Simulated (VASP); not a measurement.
KBr:

```
Br K
1.0
     0.00000    3.30000    3.30000
     3.30000    0.00000    3.30000
     3.30000    3.30000    0.00000
Br K
1 1
Direct
  0.50000 0.50000 0.50000
  0.00000 0.00000 0.00000
```

| Property | Result |
| --- | --- |
| Program | VASP 6.6.1 |
| Task | relaxation of cell and atoms |
| Functional | PBE |
| Potentials or basis | VASP PAW PBE potentials, release 64 (Br, K_sv) |
| Cutoff | 600 eV |
| k mesh | 7 × 7 × 7 |
| Occupations | fermi-dirac, width 0.05 eV |
| Spin | no spin polarisation |

At the start: pressure 0.8 GPa; volume 35.94 Å³/atom.

Question: Where does the relaxation end?

Answer: Over 4 steps the energy falls by 4.2 meV/atom and the volume is 37.75 Å³/atom (+5.0 %); space group Fm-3m (No. 225, to 0.05 Å).

The path:
```csv
step,energy change (eV),largest force (eV/Å),pressure (GPa),volume (Å³)
1,0.0000,0.0000,0.77,71.87
2,-0.0063,0.0000,0.35,73.68
3,-0.0084,0.0000,0.04,75.30
4,-0.0084,0.0000,0.01,75.50
```

Final structure:
```
CELL_PARAMETERS angstrom
0.00000 3.35459 3.35459
3.35459 0.00000 3.35459
3.35459 3.35459 0.00000
ATOMIC_POSITIONS crystal
Br 0.50000 0.50000 0.50000
K 0.00000 0.00000 0.00000
```
